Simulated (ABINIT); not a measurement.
# AlAs (F-43m): G0W0 in ABINIT against the k mesh, part 2 of 2

Wanted: the cheapest k mesh that holds the gap of AlAs (F-43m).

ABINIT 10.8.3; LDA and many-body steps on it, plane waves. Known limits of the many-body steps: not at the basis limit; exchange with frozen shells missing; no spin-orbit coupling; coarse k mesh.

So far. Step 4 (Empty states on the mesh, 6×6×6 mesh, 31 bands): On this mesh the gap is 1.351 eV. Step 5 (Screening, 2×2×2 mesh, 27 bands, screening to 106.1 eV): Local fields lower ε∞ by 17 %. On a Γ-centred mesh this coarse the value itself is usually too large, while a short band sum pulls it down.

### 7. Screening, 4×4×4 mesh, 27 bands, screening to 106.1 eV

This step: RPA screening on LDA, plane waves, norm-conserving pseudopotentials.

run.abi reads:

```
acell 3*1.0 Angstrom
rprim 
  0.000000000000 2.830400000000 2.830400000000
  2.830400000000 0.000000000000 2.830400000000
  2.830400000000 2.830400000000 -0.000000000000
ntypat 2
znucl 13 33
natom 2
typat 1 2
xred 
  0.000000000000 0.000000000000 0.000000000000
  0.250000000000 0.250000000000 0.250000000000
pp_dirpath "pseudos"
pseudos "Al.upf, As.upf"
ecut 34
ngkpt 4 4 4
nshiftk 1
shiftk 0 0 0
kptopt 1
chksymbreak 0
istwfk *1
occopt 1
irdwfk 1
optdriver 3
nband 27
ecuteps 3.9
inclvkb 2
awtr 1
symchi 1
indata_prefix "in"
outdata_prefix "out"
tmpdata_prefix "tmp"
```

Launch:

```console
> OMP_NUM_THREADS=1 mpirun -n 4 abinit run.abi > log
```

Numbers of over 12 decimals in the logs are rounded to 6 here.

The log of the run:

```text
.Version 10.8.3 of ABINIT. v10.8.2 released Aug 2026.

 Symmetries : space group F-4 3 m (#216); Bravais cF (face-center cubic)
[... echo of the input left out ...]
== DATASET  1 ==================================================================
-   mpi_nproc: 4, omp_nthreads: 1 (-1 if OMP is not activated)

--- !DatasetInfo
iteration_state: {dtset: 1, }
dimensions: {natom: 2, nkpt: 8, mband: 27, nsppol: 1, nspinor: 1, nspden: 1, mpw: 2914, }
cutoff_energies: {ecut:  34.0, pawecutdg:  -1.0, }
electrons: {nelect:   1.80000000E+01, charge:   0.00000000E+00, occopt:   1.00000000E+00, tsmear:   1.00000000E-02, }

 SCREENING: Calculation of the susceptibility and dielectric matrices

 Based on a program developped by R.W. Godby, V. Olevano, G. Onida, and L. Reining.
 Incorporated in ABINIT by V. Olevano, G.-M. Rignanese, and M. Torrent.
.Using double precision arithmetic ; gwpc =  8

[... cell and pseudopotentials left out ...]
--------------------------------------------------------------------------------

 ==== K-mesh for the wavefunctions ====
 Number of points in the irreducible wedge :     8
[... list of points left out ...]
 Together with 24 symmetry operations and time-reversal symmetry
 yields    64 points in the full Brillouin Zone.

 ==== Q-mesh for the screening function ====
 Number of points in the irreducible wedge :     8
[... list of points left out ...]
 Together with 24 symmetry operations and time-reversal symmetry
 yields    64 points in the full Brillouin Zone.

 setmesh: FFT mesh size selected  =    27x   27x   27
          total number of points  =        19683

 vcoul_init : cutoff-mode = AUXILIARY_FUNCTION
 q-points for optical limit:   1
     1)      0.000010    0.000020    0.000030

- screening: taking advantage of time-reversal symmetry
- Maximum band index for partially occupied states nbvw = 9
- Remaining bands to be divided among processors   nbcw = 18
- Number of bands treated by each node ~4

 Number of electrons calculated from density =   18.0000; Expected =   18.0000
 average of density, n =  0.058817
 r_s =    1.5952
 omega_plasma =   23.3941 [eV]

 calculating chi0 at frequencies [eV] :
  1    0.000000E+00    0.000000E+00
  2    0.000000E+00    2.339413E+01

--------------------------------------------------------------------------------
  q-point number  1        q = ( 0.000000, 0.000000, 0.000000) [r.l.u.]
--------------------------------------------------------------------------------
[... chi0 elements left out ...]
 For q-point:  0.000010 0.000020 0.000030
  dielectric constant =  15.7235
  dielectric constant without local fields =  17.6666

  Average fulfillment of the sum rule on Im[epsilon] for q-point    1 :     26.78  [%]
[... wings left out ...]
  q-point number  2        q = ( 0.250000, 0.000000, 0.000000) [r.l.u.]
--------------------------------------------------------------------------------
[... chi0 elements left out ...]
  Average fulfillment of the sum rule on Im[epsilon] for q-point    2 :     42.76  [%]

 [... 6 further q-points ...]
```

Run time: 5.3 s. Hardware: 4 MPI ranks of Arm Neoverse V1, shared host; peak memory 0.43 GiB.

This step gave:

```yaml
eps_infinity_with_local_fields_on_this_mesh_along_the_program_s_q_direction: 15.72
the_same_without_local_fields: 17.67
plasma_frequency: 23.39 eV
plane_waves_in_the_screening_matrix: 113
```

### 8. 4×4×4

The self-energy is evaluated for the states that the input lists, and the levels follow from it, in one-shot runs by the linearised quasiparticle equation.

This step: G0W0 on LDA, plane waves, norm-conserving pseudopotentials.

Changes to run.abi since step 7:

```diff
@@ -23,8 +23,17 @@
 irdwfk 1
-optdriver 3
+optdriver 4
 nband 27
+gwcalctyp 0
+ecutsigx 34
+symsigma 1
+nkptgw 2
+kptgw 
+  0.0000000000 0.0000000000 0.0000000000
+  0.5000000000 0.5000000000 0.0000000000
+bdgw 
+  7 13
+  8 11
 ecuteps 3.9
-inclvkb 2
-awtr 1
-symchi 1
+irdscr 1
+ppmodel 1
 indata_prefix "in"
```

The log of the run:

```text
.Version 10.8.3 of ABINIT. v10.8.2 released Aug 2026.

 Symmetries : space group F-4 3 m (#216); Bravais cF (face-center cubic)
[... echo of the input left out ...]
== DATASET  1 ==================================================================
-   mpi_nproc: 4, omp_nthreads: 1 (-1 if OMP is not activated)

--- !DatasetInfo
iteration_state: {dtset: 1, }
dimensions: {natom: 2, nkpt: 8, mband: 27, nsppol: 1, nspinor: 1, nspden: 1, mpw: 2914, }
cutoff_energies: {ecut:  34.0, pawecutdg:  -1.0, }
electrons: {nelect:   1.80000000E+01, charge:   0.00000000E+00, occopt:   1.00000000E+00, tsmear:   1.00000000E-02, }

 SIGMA: Calculation of the GW corrections

 Based on a program developped by R.W. Godby, V. Olevano, G. Onida, and L. Reining.
 Incorporated in ABINIT by V. Olevano, G.-M. Rignanese, and M. Torrent.
.Using double precision arithmetic ; gwpc =  8

[... cell and pseudopotentials left out ...]
--------------------------------------------------------------------------------

 ==== K-mesh for the wavefunctions ====
 Number of points in the irreducible wedge :     8
[... list of points left out ...]
 Together with 24 symmetry operations and time-reversal symmetry
 yields    64 points in the full Brillouin Zone.

 ==== Q-mesh for screening function ====
 Number of points in the irreducible wedge :     8
[... list of points left out ...]
 Together with 24 symmetry operations and time-reversal symmetry
 yields    64 points in the full Brillouin Zone.

 vcoul_init : cutoff-mode = AUXILIARY_FUNCTION
 q-points for optical limit:   1
     1)      0.000010    0.000020    0.000030
 setmesh: FFT mesh size selected  =    40x   40x   40
          total number of points  =        64000

 Number of electrons calculated from density =   18.0000; Expected =   18.0000
[...]
number of omega for Sigma on real axis              0
 max omega for Sigma on real axis  [eV]           0.00
 zcut for avoiding poles [eV]                     0.10

 EPSILON^-1 parameters (SCR file):
 dimension of the eps^-1 matrix on file            113
 dimension of the eps^-1 matrix used               113
 number of plane-waves for wavefunctions          2891
 number of bands                                    27
 number of q-points in IBZ                           8
 number of frequencies                               2
 number of real frequencies                          1
 number of imag frequencies                          1

 matrix elements of self-energy operator (all in [eV])

 Perturbative Calculation

--- !SelfEnergy_ee
iteration_state: {dtset: 1, }
kpoint     : [   0.000,    0.000,    0.000, ]
spin       : 1
KS_gap     :    1.835
QP_gap     :    2.868
Delta_QP_KS:    1.034
data: !SigmaeeData |
     Band     E0 <VxcDFT>   SigX SigC(E0)      Z dSigC/dE  Sig(E)    E-E0       E
        7   3.709 -12.770 -15.317   2.225   0.787  -0.270 -13.023  -0.253   3.456
        8   3.709 -12.770 -15.317   2.225   0.787  -0.270 -13.023  -0.253   3.456
        9   3.709 -12.770 -15.317   2.225   0.787  -0.270 -13.023  -0.253   3.456
[...]
--- !SelfEnergy_ee
iteration_state: {dtset: 1, }
kpoint     : [   0.500,    0.500,    0.000, ]
spin       : 1
KS_gap     :    3.523
QP_gap     :    4.505
Delta_QP_KS:    0.981
data: !SigmaeeData |
     Band     E0 <VxcDFT>   SigX SigC(E0)      Z dSigC/dE  Sig(E)    E-E0       E
[...]
10   5.060  -8.534  -4.576  -3.248   0.803  -0.245  -7.963   0.570   5.630
       11   5.922  -9.156  -5.076  -3.195   0.801  -0.248  -8.446   0.710   6.632

== END DATASET(S) ==============================================================
================================================================================

 -outvars: echo values of variables after computation  --------
           etotal      0.0000000000E+00
            nband          27
             nkpt           8
          spgroup         216
 [... the other variables as echoed above ...]

 Calculation completed.
```

The job ended after 3.4 s (4 MPI ranks; peak memory 0.49 GiB).

Numbers from this step:

```yaml
g0w0_gap_on_the_points_computed: 2.174 eV
starting_gap_on_the_mesh: 1.351 eV
k_of_the_valence_top: 0, 0, 0
k_of_the_conduction_bottom: 0.5, 0.5, 0
z_at_the_valence_top: 0.787
z_at_the_conduction_bottom: 0.803
least_direct_g0w0_gap_on_the_computed_points: 2.868 eV
```

The gap on the mesh goes from 1.35 eV to 2.17 eV, a correction of +0.82 eV.

### 9. Screening, 6×6×6 mesh, 27 bands, screening to 106.1 eV

This step: RPA screening on LDA, plane waves, norm-conserving pseudopotentials.

Changes to run.abi since step 8:

```diff
@@ -15,3 +15,3 @@
 ecut 34
-ngkpt 4 4 4
+ngkpt 6 6 6
 nshiftk 1
@@ -23,17 +23,8 @@
 irdwfk 1
-optdriver 4
+optdriver 3
 nband 27
-gwcalctyp 0
-ecutsigx 34
-symsigma 1
-nkptgw 2
-kptgw 
-  0.0000000000 0.0000000000 0.0000000000
-  0.5000000000 0.5000000000 0.0000000000
-bdgw 
-  7 13
-  8 11
 ecuteps 3.9
-irdscr 1
-ppmodel 1
+inclvkb 2
+awtr 1
+symchi 1
 indata_prefix "in"
```

The log of the run:

```text
.Version 10.8.3 of ABINIT. v10.8.2 released Aug 2026.

 Symmetries : space group F-4 3 m (#216); Bravais cF (face-center cubic)
[... echo of the input left out ...]
== DATASET  1 ==================================================================
-   mpi_nproc: 4, omp_nthreads: 1 (-1 if OMP is not activated)

--- !DatasetInfo
iteration_state: {dtset: 1, }
dimensions: {natom: 2, nkpt: 16, mband: 27, nsppol: 1, nspinor: 1, nspden: 1, mpw: 2914, }
cutoff_energies: {ecut:  34.0, pawecutdg:  -1.0, }
[...]
--------------------------------------------------------------------------------
[... chi0 elements left out ...]
 For q-point:  0.000010 0.000020 0.000030
  dielectric constant =  10.8342
  dielectric constant without local fields =  12.2906

  Average fulfillment of the sum rule on Im[epsilon] for q-point    1 :     26.87  [%]
[... wings left out ...]
  q-point number  2        q = ( 0.166667, 0.000000, 0.000000) [r.l.u.]
--------------------------------------------------------------------------------
[... chi0 elements left out ...]
  Average fulfillment of the sum rule on Im[epsilon] for q-point    2 :     46.02  [%]

 [... 14 further q-points ...]
```

Elapsed: 23 s, on 4 MPI ranks; peak memory 0.63 GiB; 90 s of CPU time.

This step gave:

| Quantity | Value |
| --- | --- |
| ε∞ with local fields, on this mesh, along the program's q direction | 10.83 |
| the same without local fields | 12.29 |
| plasma frequency | 23.39 eV |
| plane waves in the screening matrix | 113 |

### 10. 6×6×6

This step: G0W0 on LDA, plane waves, norm-conserving pseudopotentials.

Changes to run.abi since step 9:

```diff
@@ -23,8 +23,17 @@
 irdwfk 1
-optdriver 3
+optdriver 4
 nband 27
+gwcalctyp 0
+ecutsigx 34
+symsigma 1
+nkptgw 2
+kptgw 
+  0.0000000000 0.0000000000 0.0000000000
+  0.5000000000 0.5000000000 0.0000000000
+bdgw 
+  7 13
+  8 11
 ecuteps 3.9
-inclvkb 2
-awtr 1
-symchi 1
+irdscr 1
+ppmodel 1
 indata_prefix "in"
```

The log of the run:

```text
.Version 10.8.3 of ABINIT. v10.8.2 released Aug 2026.

 Symmetries : space group F-4 3 m (#216); Bravais cF (face-center cubic)
[... echo of the input left out ...]
== DATASET  1 ==================================================================
-   mpi_nproc: 4, omp_nthreads: 1 (-1 if OMP is not activated)

--- !DatasetInfo
iteration_state: {dtset: 1, }
dimensions: {natom: 2, nkpt: 16, mband: 27, nsppol: 1, nspinor: 1, nspden: 1, mpw: 2914, }
cutoff_energies: {ecut:  34.0, pawecutdg:  -1.0, }
[...]
Band     E0 <VxcDFT>   SigX SigC(E0)      Z dSigC/dE  Sig(E)    E-E0       E
[...]
10   5.060  -8.558  -4.738  -3.125   0.802  -0.247  -8.001   0.557   5.617
       11   5.922  -9.172  -5.219  -3.088   0.800  -0.250  -8.479   0.693   6.615

== END DATASET(S) ==============================================================
================================================================================

 -outvars: echo values of variables after computation  --------
           etotal      0.0000000000E+00
            nband          27
             nkpt          16
          spgroup         216
 [... the other variables as echoed above ...]

 Calculation completed.
```

It took 4.5 s on 4 MPI ranks; peak memory 0.76 GiB; 18 s of CPU time.

Numbers from this step:

- G0W0 gap on the points computed: 2.19 eV
- starting gap on the mesh: 1.351 eV
- k of the valence top: 0, 0, 0
- k of the conduction bottom: 0.5, 0.5, 0
- least direct G0W0 gap on the computed points: 2.863 eV

Against the run before, the gap moves by +0.016 eV.

### 11. Side by side

Times are wall times on 4 MPI ranks of Arm Neoverse V1, shared host, good to a factor of about two. A run's time includes the screening step that it read.

```tsv
run	mesh	bands	screening cutoff (eV)	DFT gap (eV)	gap on the mesh (eV)	direct (eV)	ε∞ used	time
2×2×2	2×2×2	27	106.1	1.351	2.144	2.946	42.55	5.3 s
4×4×4	4×4×4	27	106.1	1.351	2.174	2.868	15.72	8.7 s
6×6×6	6×6×6	27	106.1	1.351	2.190	2.863	10.83	27 s
```

### 12. What came out

```yaml
2x2x2: 2.144 eV
4x4x4: 2.174 eV
6x6x6: 2.190 eV
known_limits: not at the basis limit; exchange with frozen shells missing; no spin-orbit coupling; coarse k mesh
```

In words: The setting moved: k mesh. From 2×2×2 to 6×6×6 the gap moves by +0.05 eV, for 5.1 times the time. The last step still moves it by +0.016 eV. Bands and screening cutoff are coupled, so a series along one setting does not show full convergence. Bands and cutoff are finite, so the gap is not at the basis limit. The miss can reach some tenths of an eV and take either sign; the mesh is an error of its own. In the G0W0 runs levels were corrected at 2 k points alone, so a gap called «on the mesh» is the least over those, and an edge elsewhere would be missed. The 2×2×2 mesh is coarse for this cell, which bears on the long-range parts of exchange and screening. The norm-conserving file of at least one element keeps a d shell over frozen s and p shells of the same row. Exchange with those shells is missing from the self-energy, an error of 0.3 to 0.9 eV in cases checked, whose sign depends on which edge lies on those atoms. The many-body steps are scalar-relativistic: spin-orbit coupling is not in them.

[Paths, hosts, dates, memory and timing lines, banners, echoed tables and standing remarks are left out of the program output.]

[Logs are printed without paths, hosts, clocks, repeated set-up lines and the standing remarks that a program may print on its own settings, such as how far it seeks lower states.]

[Runs of the session that timed out or met a known fault of the program may be left out.]

[Hosts, paths, dates, database ids (printed as entryN), source tags and the programs' standing remarks are cut or masked in the printed files.]

[G0W0 gaps are taken among the corrected bands and points alone; a level outside them can change the order at an edge.]

[Where Ansatz stands beside ABINIT at settings called matched, ABINIT's density can come from a denser mesh and the files from another edition; pairs whose starting gaps differed by over 0.03 eV were left out, so agreement reads better than it is.]
